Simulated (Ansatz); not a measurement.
H2O on the (110) surface of HfO2, space group Fm-3m (No. 225) (top face towards +c; held atoms: 1, 2, 3, 4, 5, 6, 7, 8, 9, 10, 11, 12), one molecule per 36.4 Å². Starting structure (upright, lowest atom H over a hollow O-O site; the molecule's atoms stand last):

```xyz
27
Lattice="7.1741 0.0000 0.0000 0.0000 5.0729 0.0000 0.0000 0.0000 24.9467" Properties=species:S:1:pos:R:3 pbc="T T T"
Hf    1.7935    2.5364    8.0000
Hf    5.3806    2.5364    8.0000
O     3.5871    3.8047    8.0000
O     0.0000    3.8047    8.0000
O     3.5871    1.2682    8.0000
O     0.0000    1.2682    8.0000
Hf    3.5871    0.0000    9.7935
Hf    0.0000    0.0000    9.7935
O     5.3806    1.2682    9.7935
O     1.7935    1.2682    9.7935
O     5.3806    3.8047    9.7935
O     1.7935    3.8047    9.7935
Hf    5.3806    2.5364   11.7885
Hf    1.7935    2.5364   11.7885
O     0.0000    3.7931   11.6242
O     3.5871    3.7931   11.6242
O     0.0000    1.2798   11.6242
O     3.5871    1.2798   11.6242
Hf    0.0000    0.0000   13.2003
Hf    3.5871    0.0000   13.2003
O     1.7935    1.2210   13.4498
O     5.3806    1.2210   13.4498
O     1.7935    3.8518   13.4498
O     5.3806    3.8518   13.4498
O     3.8047    3.1022   15.4728
H     3.5871    2.5364   14.6898
H     3.5871    2.5364   16.2559
```

Level of theory: DFT PBE+D3(BJ), scalar-relativistic, plane waves, PAW (Ansatz 0.2.0). Plane waves to 420 eV, a k mesh through Γ of 2×3×1 on the computed 27-atom cell and Gaussian smearing (0.05 eV); no spin polarisation. The cell repeats along c with a dipole correction in the vacuum.

E_ads is per molecule, from the clean relaxed slab and the free relaxed molecule; negative means bound; no zero-point or thermal terms, forces under 0.04 eV/Å, and the free molecule is spin-polarised where open-shell. Heights count from the highest slab atom.

Task: What does it relax to?

Result: E_ads = -1.83 eV; the molecule splits into H + HO. Final structure after 30 steps:

```
CELL_PARAMETERS angstrom
7.17414 0.00000 0.00000
0.00000 5.07288 0.00000
0.00000 0.00000 24.94671
ATOMIC_POSITIONS crystal
Hf 0.25000 0.50000 0.32068
Hf 0.75000 0.50000 0.32068
O 0.50000 0.75000 0.32068
O 0.00000 0.75000 0.32068
O 0.50000 0.25000 0.32068
O 0.00000 0.25000 0.32068
Hf 0.50000 0.00000 0.39258
Hf 0.00000 0.00000 0.39258
O 0.75000 0.25000 0.39258
O 0.25000 0.25000 0.39258
O 0.75000 0.75000 0.39258
O 0.25000 0.75000 0.39258
Hf 0.74814 0.49069 0.46870
Hf 0.25059 0.51487 0.46918
O 0.98853 0.77221 0.46308
O 0.52078 0.77231 0.47102
O 0.00670 0.27513 0.46400
O 0.48860 0.28052 0.46399
Hf 0.00322 0.01286 0.52788
Hf 0.46918 0.02432 0.53538
O 0.23949 0.25857 0.54121
O 0.74135 0.19197 0.53124
O 0.24027 0.76696 0.53395
O 0.83194 0.68224 0.54770
O 0.54663 0.87910 0.60787
H 0.74243 0.69106 0.57769
H 0.45791 0.77577 0.62819
```

Each end is the local minimum that its start leads to. The pieces were run without spin polarisation.

The reference crystal is the fluorite-type form of HfO2, which isn't its usual structure.